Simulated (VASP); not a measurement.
# NbAs (I4_1md) in VASP: density of states with PBEsol

Aim: the density of states of NbAs with PBEsol.

Everything below comes from runs of VASP 6.6.1. Logs are shortened: lines on timing, memory, paths and dates and some standing lists are left out, and cuts for length are marked.

## Step 1: The structure

Symmetry: I4_1md, No. 109, tetragonal system. The conventional cell has a = 3.441 Å, b = 3.441 Å, c = 11.595 Å, α = 90.00°, β = 90.00°, γ = 90.00°. Around Nb (site symmetry 2mm) lie 6 As at 2.60 to 2.61 Å. As (site symmetry 2mm) has 6 Nb at 2.60 to 2.61 Å as nearest neighbours.

## Step 2: Density of states, PBEsol

POSCAR

```
NbAs                                    
1.0
   -1.7203993705      1.7203993705      5.7972980013
    1.7203993705     -1.7203993705      5.7972980013
    1.7203993705      1.7203993705     -5.7972980013
  Nb              As            
     2     2
Direct
     0.9987408132815006    0.9987408132815006    0.0000000000000000
     0.7487408132815006    0.2487408132815006    0.5000000000000000
     0.4172591867184963    0.4172591867184963    0.0000000000000000
     0.1672591867184963    0.6672591867184963    0.5000000000000000
```

INCAR.step1

```
  PREC = Accurate
  ENCUT = 520
  EDIFF = 1E-7
  ISMEAR = 0
  SIGMA = 0.1
  LREAL = F
  LASPH = T
  NELM = 100
  ALGO = Fast
  ISIF = 2
  LWAVE = F
  LCHARG = T
  LMAXMIX = 4
  GGA = PS
  NBANDS = 26
```

KPOINTS.step1

```
Automatic mesh
0
Gamma
  18 18 18
```

INCAR.step2

```
  PREC = Accurate
  ENCUT = 520
  EDIFF = 1E-7
  ISMEAR = -5
  SIGMA = 0.1
  LREAL = F
  LASPH = T
  NELM = 100
  ALGO = Fast
  ISIF = 2
  LWAVE = F
  LCHARG = F
  LMAXMIX = 4
  GGA = PS
  LORBIT = 10
  NBANDS = 26
  NEDOS = 2001
  ICHARG = 11
```

KPOINTS.step2

```
Automatic mesh
0
Gamma
  27 27 27
```

Potentials or basis: VASP PAW PBE potentials, release 64 (Nb_sv, As).

Launch:

```bash
$ cat potpaw_PBE.64/Nb_sv/POTCAR potpaw_PBE.64/As/POTCAR > POTCAR
$ cp INCAR.step1 INCAR
$ cp KPOINTS.step1 KPOINTS
$ mpirun -np 1 vasp_std > vasp.out
$ cp INCAR.step2 INCAR
$ cp KPOINTS.step2 KPOINTS
$ mpirun -np 1 vasp_std > vasp.out
```

OUTCAR:

```text
PREC = Accurate
   ENCUT = 520
   EDIFF = 1E-7
   ISMEAR = -5
   LREAL = F
   LASPH = T
   NELM = 100
   ISIF = 2
   GGA = PS
   LORBIT = 10
   ICHARG = 11

 ion  position               nearest neighbor table
   1  0.999  0.999  0.000-   4 2.60   4 2.60   3 2.61   3 2.61   3 2.61   3 2.61
   2  0.749  0.249  0.500-   3 2.60   3 2.60   4 2.61   4 2.61   4 2.61   4 2.61
   3  0.417  0.417  0.000-   2 2.60   2 2.60   1 2.61   1 2.61   1 2.61   1 2.61
   4  0.167  0.667  0.500-   1 2.60   1 2.60   2 2.61   2 2.61   2 2.61   2 2.61

  LATTYP: Found a body centered tetragonal cell.
 ALAT       =     3.4407987410
 C/A-ratio  =     3.3697396667

  Lattice vectors:

 A1 = (  -1.7203993705,   1.7203993705,   5.7972980013)
 A2 = (   1.7203993705,  -1.7203993705,   5.7972980013)
 A3 = (   1.7203993705,   1.7203993705,  -5.7972980013)

Analysis of symmetry for initial positions (statically):
=====================================================================
 Subroutine PRICEL returns:
 Original cell was already a primitive cell.

 Routine SETGRP: Setting up the symmetry group for a
 body centered tetragonal supercell.

 Subroutine GETGRP returns: Found  8 space group operations
 (whereof  4 operations were pure point group operations)
 out of a pool of 16 trial point group operations.

The static configuration has the point symmetry C_2v.
 The point group associated with its full space group is C_4v.

Analysis of symmetry for dynamics (positions and initial velocities):
=====================================================================
 Subroutine PRICEL returns:
 Original cell was already a primitive cell.

 Routine SETGRP: Setting up the symmetry group for a
 body centered tetragonal supercell.

 Subroutine GETGRP returns: Found  8 space group operations
 (whereof  4 operations were pure point group operations)
 out of a pool of 16 trial point group operations.

The dynamic configuration has the point symmetry C_2v.
 The point group associated with its full space group is C_4v.

 Subroutine INISYM returns: Found  8 space group operations
 (whereof  4 operations are pure point group operations),
 and found     1 'primitive' translations

----------------------------------------------------------------------------------------

                                     Primitive cell

  volume of cell :      68.6348

  direct lattice vectors                    reciprocal lattice vectors
    -1.720399371  1.720399371  5.797298001     0.000000000  0.290630192  0.086247076
     1.720399371 -1.720399371  5.797298001     0.290630192  0.000000000  0.086247076
     1.720399371  1.720399371 -5.797298001     0.290630192  0.290630192  0.000000000

  length of vectors
     6.287146579  6.287146579  6.287146579     0.303157495  0.303157495  0.411013160

  position of ions in fractional coordinates (direct lattice)
     0.998740813  0.998740813  0.000000000
     0.748740813  0.248740813  0.500000000
     0.417259187  0.417259187  0.000000000
     0.167259187  0.667259187  0.500000000

  ion indices of the primitive-cell ions
   primitive index   ion index
                 1           1
                 2           2
                 3           3
                 4           4

----------------------------------------------------------------------------------------

 KPOINTS: Automatic mesh

Automatic generation of k-mesh.
 Grid dimensions read from file:
 generate k-points for:   27   27   27

 Generating k-lattice:

  Cartesian coordinates                     Fractional coordinates (reciprocal lattice)
     0.000000000  0.010764081  0.003194336     0.037037037 -0.000000000  0.000000000
     0.010764081  0.000000000  0.003194336    -0.000000000  0.037037037  0.000000000
     0.010764081  0.010764081  0.000000000     0.000000000  0.000000000  0.037037037

  Length of vectors
     0.011228055  0.011228055  0.015222710

  Shift w.r.t. Gamma in fractional coordinates (k-lattice)
     0.000000000  0.000000000  0.000000000

 TETIRR: Found  24933 inequivalent tetrahedra from   118098

 Subroutine IBZKPT returns following result:
 ===========================================

 Found   1470 irreducible k-points:

 Following reciprocal coordinates:
            Coordinates               Weight
  0.000000  0.000000  0.000000      1.000000
  0.037037  0.000000 -0.000000      8.000000
  0.074074  0.000000 -0.000000      8.000000
  0.111111  0.000000 -0.000000      8.000000
  0.148148  0.000000 -0.000000      8.000000
  0.185185  0.000000  0.000000      8.000000
[... 16 lines left out ...]
  0.333333  0.037037 -0.000000     16.000000
  0.370370  0.037037 -0.000000     16.000000
 [... further k-points ...]
   k-points           NKPTS =   1470   k-points in BZ     NKDIM =   1470   number of bands    NBANDS=     26
   number of dos      NEDOS =   2001   number of ions     NIONS =      4
   total plane-waves  NPLWV = 110592
   dimension x,y,z NGX =    48 NGY =   48 NGZ =   48
   dimension x,y,z NGXF=    96 NGYF=   96 NGZF=   96
   ions per type =               2   2
   NGX,Y,Z   is equivalent  to a cutoff of  12.69, 12.69, 12.69 a.u.
   NGXF,Y,Z  is equivalent  to a cutoff of  25.38, 25.38, 25.38 a.u.
 SYSTEM =  unknown system
   PREC   = accura    normal or accurate (medium, high low for compatibility)
   ISTART =      0    job   : 0-new  1-cont  2-samecut
   ICHARG =     11    charge: 1-file 2-atom 10-const
   ISPIN  =      1    spin polarized calculation?
   LNONCOLLINEAR =      F non collinear calculations
   LSORBIT =      F    spin-orbit coupling
   LASPH  =      T    aspherical Exc in radial PAW
   ENCUT  =  520.0 eV  38.22 Ry    6.18 a.u.  11.69 11.69 11.69*2*pi/ulx,y,z
   NELM   =    100;   NELMIN=  2; NELMDL=  0     # of ELM steps
   EDIFF  = 0.1E-06   stopping-criterion for ELM
   LREAL  =      F    real-space projection
   EDIFFG = 0.1E-05   stopping-criterion for IOM
   NSW    =      0    number of steps for IOM
   IBRION =     -1    ionic relax: 0-MD 1-quasi-New 2-CG
   NFREE  =      0    steps in history (QN), initial steepest desc. (CG)
   ISIF   =      2    stress and relaxation
   ISYM   =      2    0-nonsym 1-usesym 2-fastsym
   POTIM  = 0.5000    time-step for ionic-motion
   TEBEG  =    0.0;   TEEND  =   0.0 temperature during run
   PSTRESS=    0.0 pullay stress
   NELECT =      36.0000    total number of electrons
   NUPDOWN=      -1.0000    fix difference up-down
   EMIN   =  10.00;   EMAX   =-10.00  energy-range for DOS
   EFERMI =   0.00;   METHOD = LEGACY
   ISMEAR =    -5;   SIGMA  =   0.10  broadening in eV -4-tet -1-fermi 0-gaus
   EFERMI_NEDOS =   21; number of points for ismear=-14 and -15
   IALGO  =     68    algorithm
   IMIX   =      4    mixing-type and parameters
     AMIX     =   0.40;   BMIX     =  1.00
     AMIX_MAG =   1.60;   BMIX_MAG =  1.00
  volume/ion in A,a.u.               =      17.16       115.79
  Fermi-wavevector in a.u.,A,eV,Ry     =   1.320264  2.494938 23.716292  1.743098
  Thomas-Fermi vector in A             =   2.450103
   LORBIT       =     10    0 simple, 1 ext, 2 COOP (PROOUT), +10 PAW based schemes
   GGA     = PS    functional components
   LHFCALC =     F    Hartree Fock is set to
   AEXX    =    0.0000 exact exchange contribution
   IVDW    =     0    specifies the selected vdW correction
   LEPSILON=     F    determine dielectric tensor
   LRPA    =     F    only Hartree local field effects (RPA)
 non-spin polarized calculation
 RMM-DIIS sequential band-by-band and
 Fermi weights with tetrahedron method with Bloechl corrections
  energy-cutoff  :      520.00
  volume of cell :       68.63
 maximum number of plane-waves:      1868

 number of electron      36.0000001 magnetization

 Free energy of the ion-electron system (eV)
  ---------------------------------------------------
  ext. energy  EPLUGINS =         0.00000000
  ---------------------------------------------------
  free energy    TOTEN  =       -35.11881576 eV

  energy without entropy =      -35.11881576  energy(sigma->0) =      -35.11881576

 E-fermi :   9.7279     XC(G=0): -12.0305

 val. band max:        9.7404515980   @ k =  -0.2963   0.4815   0.2963
 cond. band min:       9.6583750198   @ k =  -0.2222   0.2593   0.2222
 fundamental gap:     -0.0820765782
 Fermi energy:         9.7278803054

 k-point     1 :       0.0000    0.0000    0.0000
  band No.  band energies     occupation
      1     -45.3055      2.00000
      2     -45.2741      2.00000
      3     -21.5650      2.00000
      4     -21.4485      2.00000
      5     -21.4485      2.00000
      6     -21.2918      2.00000
[... 18 lines left out ...]
     25      13.6452      0.00000
     26      13.6461      0.00000

 k-point     2 :       0.0370    0.0000   -0.0000
  band No.  band energies     occupation
      1     -45.3052      2.00000
      2     -45.2740      2.00000
      3     -21.5639      2.00000
      4     -21.4514      2.00000
      5     -21.4482      2.00000
      6     -21.2947      2.00000
[... 18 lines left out ...]
     25      13.6982      0.00000
     26      13.7179      0.00000

 k-point     3 :       0.0741    0.0000   -0.0000
  band No.  band energies     occupation
      1     -45.3045      2.00000
      2     -45.2737      2.00000
      3     -21.5609      2.00000
      4     -21.4600      2.00000
      5     -21.4474      2.00000
      6     -21.3033      2.00000
[... 572 lines left out ...]
 k-point    23 :       0.3333    0.0370   -0.0000
  band No.  band energies     occupation
      1     -45.2900      2.00000
      2     -45.2702      2.00000
      3     -21.6291      2.00000
      4     -21.4910      2.00000
      5     -21.4361      2.00000
      6     -21.4229      2.00000
[... 18 lines left out ...]
     25      14.2039      0.00000
     26      15.8113      0.00000

 k-point    24 :       0.3704    0.0370   -0.0000
  band No.  band energies     occupation
      1     -45.2880      2.00000
      2     -45.2698      2.00000
      3     -21.6494      2.00000
      4     -21.4940      2.00000
      5     -21.4348      2.00000
      6     -21.4256      2.00000
[... 18 lines left out ...]
     25      14.3133      0.00000
     26      16.1160      0.00000

 [... further k-points ...]

------------------------ aborting loop because EDIFF is reached ----------------------------------------

  FORCE on cell =-STRESS in cart. coord.  units (eV):
  Direction    XX          YY          ZZ          XY          YZ          ZX
  --------------------------------------------------------------------------------------
  -------------------------------------------------------------------------------------
  Total       -0.0080515     -0.0080515      0.0061853      0.0000000      0.0000000      0.0000000
  in kB       -0.1879495     -0.1879495      0.1443870      0.0000000      0.0000000      0.0000000
  external PRESSURE =      -0.0771707 kB  Pullay stress =       0.0000000 kB

 VOLUME and BASIS-vectors are now :
 -----------------------------------------------------------------------------
  energy-cutoff  :      520.00
  volume of cell :       68.63
      direct lattice vectors                 reciprocal lattice vectors
    -1.720399371  1.720399371  5.797298001     0.000000000  0.290630192  0.086247076
     1.720399371 -1.720399371  5.797298001     0.290630192  0.000000000  0.086247076
     1.720399371  1.720399371 -5.797298001     0.290630192  0.290630192  0.000000000

 POSITION                                       TOTAL-FORCE (eV/Angst)
 -----------------------------------------------------------------------------------
      0.00000      0.00000     11.58000        -0.000000      0.000000     -0.004317
      0.00000      1.72040      2.88405         0.000000     -0.000000     -0.004317
      0.00000      0.00000      4.83795         0.000000     -0.000000      0.004317
      1.72040      0.00000      1.93930        -0.000000      0.000000      0.004317
 -----------------------------------------------------------------------------------
    total drift:                                0.000000      0.000000     -0.000413

  FREE ENERGIE OF THE ION-ELECTRON SYSTEM (eV)
  ---------------------------------------------------
  free  energy   TOTEN  =       -35.1188157570 eV

  energy  without entropy=      -35.1188157570  energy(sigma->0) =      -35.11881576

 total charge

# of ion       s       p       d       tot
------------------------------------------
    1        2.150   6.014   2.496  10.660
    2        2.150   6.014   2.496  10.660
    3        1.202   1.649   0.078   2.929
    4        1.202   1.649   0.078   2.929
--------------------------------------------------
tot          6.703  15.327   5.146  27.177
```

Run time: 1.9 h. Hardware: 1 thread of Intel Xeon 6975P-C (Granite Rapids), shared host; peak memory 2.2 GiB.

What came out:

* Valence electrons inside the program's atomic spheres: Nb 10.66; As 2.93

Levels at points of the mesh, in eV from the Fermi level:
| k point | band 14 | band 15 | band 16 | band 17 | band 18 | band 19 | band 20 | band 21 | band 22 | band 23 |
| --- | --- | --- | --- | --- | --- | --- | --- | --- | --- | --- |
| (0.00, 0.00, 0.00) | -2.28 | -2.15 | -1.76 | -1.43 | -1.43 | 0.65 | 1.25 | 2.47 | 2.99 | 2.99 |

States per cell in windows of 1 eV (zero at the Fermi level; states under -8 eV left out):
```tsv
from (eV)	total	Nb1_d	Nb2_d	As3_p	As4_p	Nb1_s	Nb2_s
-8.0	0.00	0.00	0.00	0.00	0.00	0.00	0.00
-7.0	0.35	0.01	0.01	0.04	0.04	0.01	0.01
-6.0	2.72	0.21	0.21	0.34	0.34	0.06	0.06
-5.0	1.81	0.16	0.16	0.24	0.24	0.02	0.02
-4.0	3.01	0.37	0.37	0.39	0.39	0.02	0.02
-3.0	3.94	0.61	0.61	0.50	0.50	0.01	0.01
-2.0	2.77	0.64	0.64	0.13	0.13	0.01	0.01
-1.0	2.23	0.56	0.56	0.07	0.07	0.01	0.01
0.0	1.69	0.55	0.55	0.04	0.04	0.00	0.00
1.0	2.99	1.03	1.03	0.07	0.07	0.01	0.01
2.0	4.14	1.38	1.38	0.13	0.13	0.03	0.03
3.0	3.66	1.00	1.00	0.19	0.19	0.04	0.04
4.0	2.11	0.47	0.47	0.21	0.21	0.02	0.02
5.0	1.52	0.32	0.32	0.13	0.13	0.04	0.04
6.0	0.42	0.08	0.08	0.04	0.04	0.01	0.01
7.0	0.00	0.00	0.00	0.00	0.00	0.00	0.00
```

Caveat: the PAW data sets were made with another functional, which shifts forces and pressure a little; tetrahedron occupations give inexact forces and stress in metals.
